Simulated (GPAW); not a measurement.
# As (R-3m) in GPAW: notebook

One crystal, As, is run at these levels: PBEsol; tasks: single point.

All numbers are computed with GPAW 26.7.0; they aren't measurements. Logs are shortened: lines on timing, memory, paths and dates and some standing lists are left out, and cuts for length are marked. The log counts tension as positive stress, the text compression.

## 1. The structure

It takes space group R-3m (No. 166, trigonal). Conventional cell: a = 3.762 Å, b = 3.762 Å, c = 10.542 Å, α = 90.00°, β = 90.00°, γ = 120.00°. As (site symmetry 3m) is surrounded by 3 As at 2.51 Å.

## 2. Single point, PBEsol, 20.67 Å³/atom

The input, run.py:

```python
from ase import Atoms
from ase.dft.bandgap import bandgap
from ase.io import write
from ase.units import GPa
from gpaw import GPAW, PW, setup_paths

setup_paths.insert(0, '.')

atoms = Atoms(['As', 'As'],
              cell=[[1.8807968987, 1.0858785957, 3.3734995147],
                    [-1.8807968987, 1.0858785957, 3.3734995147],
                    [0.0, -2.1717571915, 3.3734995147]],
              scaled_positions=[[0.226, 0.226, 0.226],
                                [0.774, 0.774, 0.774]],
              pbc=True)

calc = GPAW(mode=PW(600),
            xc='PBEsol',
            kpts={'size': (9, 9, 9), 'gamma': True},
            occupations={'name': 'fermi-dirac', 'width': 0.05},
            nbands=13,
            convergence={'density': 1e-05, 'energy': 1e-05},
            maxiter=150,
            txt='gpaw.txt')
atoms.calc = calc
energy = atoms.get_potential_energy()
forces = atoms.get_forces()
stress = atoms.get_stress()
calc.write('gs.gpw')
write('result.traj', atoms)
print(f'Energy: {energy:.6f} eV')
print('Forces (eV/A):')
print(forces.round(4))
print('Stress (GPa):', (stress / GPa).round(3))
print('Fermi level:', round(calc.get_fermi_level(), 4), 'eV')
print(f'Gap: {bandgap(calc)[0]:.4f} eV, direct: {bandgap(calc, direct=True)[0]:.4f} eV')
```

Potentials or basis: PAW data sets generated in the run's folder for this functional, pw.

Run with:

```
> gpaw-setup -f PBEsol As
> OMP_NUM_THREADS=1 python run.py
```

gpaw.txt:

```text
__  _  _
 | _ |_)|_||  |
 |__||  | ||/\| - 26.7.0

Input parameters:
  mode=PW(ecut=600.0),
  convergence={'density': 1e-05, 'energy': 1e-05},
  kpts=MonkhorstPack(size=(9, 9, 9), gamma=True),
  maxiter=150,
  nbands=13,
  occupations=Occupations(name='fermi-dirac', width=0.05),
  xc=XC(name='PBEsol')

Diagonalizing LCAO Hamiltonian
Converting LCAO to pw mode

       As

       As

Atoms  # Å, Bohr magnetons
|   | symbol |         x |         y |        z |    initial magnetic moments |
|---|--------|-----------|-----------|----------|-----------------------------|
| 0 |     As | -0.000000 | -0.000000 | 2.287233 | ( 0.0000,  0.0000,  0.0000) |
| 1 |     As |  0.000000 | -0.000000 | 7.833266 | ( 0.0000,  0.0000,  0.0000) |

Unit cell  # Å
| periodic |         x |         y |        z |  lengths |    angles |
|----------|-----------|-----------|----------|----------|-----------|
|      yes |  1.880797 |  1.085879 | 3.373500 | 4.012110 | 55.910262 |
|      yes | -1.880797 |  1.085879 | 3.373500 | 4.012110 | 55.910262 |
|      yes |  0.000000 | -2.171757 | 3.373500 | 4.012110 | 55.910262 |

Number of symmetries: 12
Symmetry operations  # r_c * U_cc + t_c -> r_c
|    | kind |            matrix            |
|----|------|------------------------------|
|  0 |  E   |  1, 0, 0,  0, 1, 0,  0, 0, 1 |
|  1 |  σ   |  1, 0, 0,  0, 0, 1,  0, 1, 0 |
|  2 |  σ   |  0, 1, 0,  1, 0, 0,  0, 0, 1 |
|  3 |  C3  |  0, 1, 0,  0, 0, 1,  1, 0, 0 |
|  4 |  C3  |  0, 0, 1,  1, 0, 0,  0, 1, 0 |
|  5 |  σ   |  0, 0, 1,  0, 1, 0,  1, 0, 0 |
|  6 |  C2  |  0, 0,-1,  0,-1, 0, -1, 0, 0 |
|  7 |  S6  |  0, 0,-1, -1, 0, 0,  0,-1, 0 |
|  8 |  S6  |  0,-1, 0,  0, 0,-1, -1, 0, 0 |
|  9 |  C2  |  0,-1, 0, -1, 0, 0,  0, 0,-1 |
| 10 |  C2  | -1, 0, 0,  0, 0,-1,  0,-1, 0 |
| 11 |  i   | -1, 0, 0,  0,-1, 0,  0, 0,-1 |

BZ-sampling:
  Number of BZ points: 729
  Number of IBZ points: 85

  Monkhorst-Pack size: [9, 9, 9]
  Monkhorst-Pack shift: [0, 0, 0]

K-points  # in reciprocal-cell coordinates
|     |                                coordinates |     weight |
|-----|--------------------------------------------|------------|
|   0 | (  0.00000000,   0.00000000,   0.00000000) | 0.00137174 |
|   1 | (  0.11111111,   0.00000000,  -0.11111111) | 0.00823045 |
|   2 | (  0.11111111,   0.00000000,   0.00000000) | 0.00823045 |
|   3 | (  0.11111111,   0.11111111,  -0.11111111) | 0.00823045 |
|   4 | (  0.11111111,   0.11111111,   0.00000000) | 0.00823045 |
|   5 | (  0.11111111,   0.11111111,   0.11111111) | 0.00274348 |
|   6 | (  0.22222222,  -0.11111111,  -0.11111111) | 0.00823045 |
|   7 | (  0.22222222,   0.00000000,  -0.22222222) | 0.00823045 |
|   8 | (  0.22222222,   0.00000000,  -0.11111111) | 0.01646091 |
|   9 | (  0.22222222,   0.00000000,   0.00000000) | 0.00823045 |
| ... |                                            |            |
|  84 | (  0.44444444,   0.44444444,   0.44444444) | 0.00274348 |

Plane wave coefficients: 1406
Cutoff: 600.0 eV

Spin-components: 1 (collinear spins)
Bands:           13
Projectors:      10
Spin-degeneracy: 2
Datatype:        complex128

Parallelization:
  kpt:    1
  domain: 1
  band:   1

Density:
  Valence electrons: 10.0
  Components: 1
  Grid points: [24 24 24]
  Charge: 0.0  # |e|

Potential:
  Grid points: [24 24 24]

species:
  As:
    name:    Arsenic
    Z:       33.0
    valence: 5
    core:    28
    charge:  0.0  # [|e|]
    compensation charges:
      type: gauss
      rc: 0.33  # [Å]
      lmax: 2
    cutoffs:
      filter: 1.87  # [Å]
      core: 2.96  # [Å]
    projectors
    | kind |    occ | energy [eV] | rcut [Å] |
    |------|--------|-------------|----------|
    |   4s |  2.000 |     -14.495 |    1.058 |
    |   4p |  3.000 |      -5.197 |    1.058 |
    |    s |        |      12.716 |    1.058 |
    |    p |        |      22.014 |    1.058 |
    |    d |        |       0.000 |    1.058 |

    Using partial waves for As as LCAO basis

Reference energy: -122918.886158  # eV

eigensolver:
[... 26 lines left out ...]
convergence criteria:
- Maximum integral of absolute [dens]ity change: 1e-05 electrons / valence electron
- Maximum [total energy] change in last 3 cyles: 1e-05 eV / valence electron
- Maximum integral of absolute [eigenst]ate change: 4e-08 eV^2 / valence electron
maximum number of iterations: 150

SCF iterations
|iter     | |      energy | eigst |  dens |
|---------|-|-------------|-------|-------|
|iter:   1| |  -10.200374 | -0.70 |       |
|iter:   2| |  -10.199101 | -3.03 | -1.18 |
|iter:   3| |  -10.177113 | -3.30 | -1.20 |
|iter:   4| |  -10.175820 | -4.15 | -1.78 |
|iter:   5| |  -10.175829 | -6.24 | -2.85 |
|iter:   6| |  -10.175831c| -7.32 | -3.35 |
|iter:   7| |  -10.175831c| -7.91c| -4.11 |
|iter:   8| |  -10.175831c| -8.94c| -5.17c|

Converged in 8 steps
Energy contributions relative to reference atoms: (reference = -122918.886158)

Energy contributions:
  Kinetic:          21.323093
  Coulomb:         -20.162326
  Zero:             -0.025278
  External:          0.000000
  Xc:              -11.310577
  Entropy:          -0.001488
  Spinorbit:         0.000000
  ----------------------------
  Free energy:     -10.176575
  Extrapolated:    -10.175831

dipole moment: (0.000000, 0.000000, -0.000024)  # |e|*Ang

Fermi level: 7.321
Eigenvalues  # (at kpt = [0.000, 0.000, 0.000])
| band index |      eig [eV] | occ [0-2] |
|------------|---------------|-----------|
|          0 |        -8.020 |     2.000 |
|          1 |         1.927 |     2.000 |
|          2 |         5.101 |     2.000 |
|          3 |         5.101 |     2.000 |
|          4 |         5.108 |     2.000 |
|          5 |         8.966 |     0.000 |
|          6 |        10.361 |     0.000 |
|          7 |        10.361 |     0.000 |
|          8 |        14.036 |     0.000 |
|          9 |        14.036 |     0.000 |
|         10 |        14.775 |     0.000 |
|         11 |        16.138 |     0.000 |
|         12 |        16.139 |     0.000 |

Gap: 0.087 eV
Transition (v -> c):
  (s=0, k=36, n=4, [0.33, 0.22, 0.22]) -> (s=0, k=54, n=5, [0.44, 0.00, 0.00])
Direct/indirect transitions are different
Direct gap: 0.575 eV
Transition at: (s=0, k=54, n=4, [0.44, 0.00, 0.00])

Forces  # eV/Ang
|        x |        y |        z |
|----------|----------|----------|
|  0.00000 | -0.00000 |  0.79021 |  # As   0
| -0.00000 |  0.00000 | -0.79021 |  # As   1

Stress tensor  # eV/Ang^3
|         x |         y |         z |
|-----------|-----------|-----------|
| -0.019976 |  0.000000 |  0.000000 |
|  0.000000 | -0.019976 | -0.000000 |
|  0.000000 | -0.000000 | -0.019492 |

# Writing to gs.gpw (mode='')
```

It took 30 s on 1 thread of Arm Neoverse V1, shared host; peak memory 0.18 GiB.

What came out:

```yaml
Free_energy: -10.1766 eV
Pressure: 3.2 GPa
Largest_force: 0.790 eV/Å
Band_gap_on_the_k_mesh: 0.09 eV, indirect (least direct gap 0.58 eV)
```

Caveat: the density grid can change from cell to cell, which puts small steps into energies and stress; an odd mesh through Γ misses points on the zone boundary, where band edges often lie.

## 3. Single point, PBEsol, 21.10 Å³/atom

Changes to run.py since step 2:

```diff
@@ -9,5 +9,5 @@
 atoms = Atoms(['As', 'As'],
-              cell=[[1.8807968987, 1.0858785957, 3.3734995147],
-                    [-1.8807968987, 1.0858785957, 3.3734995147],
-                    [0.0, -2.1717571915, 3.3734995147]],
+              cell=[[1.8807968987, 1.0858785957, 3.4437807546],
+                    [-1.8807968987, 1.0858785957, 3.4437807546],
+                    [0.0, -2.1717571915, 3.4437807546]],
               scaled_positions=[[0.226, 0.226, 0.226],
```

Potentials or basis: PAW data sets generated in the run's folder for this functional, pw.

Run with:

```
> gpaw-setup -f PBEsol As
> OMP_NUM_THREADS=1 python run.py
```

Wall time 30 s (1 thread of Arm Neoverse V1, shared host); peak memory 0.18 GiB.

Results (log left out):

```yaml
Free_energy: -10.1887 eV
Pressure: 1.8 GPa
Largest_force: 0.613 eV/Å
Band_gap_on_the_k_mesh: none (metal or under the smearing width)
```

Caveat: the density grid can change from cell to cell, which puts small steps into energies and stress.
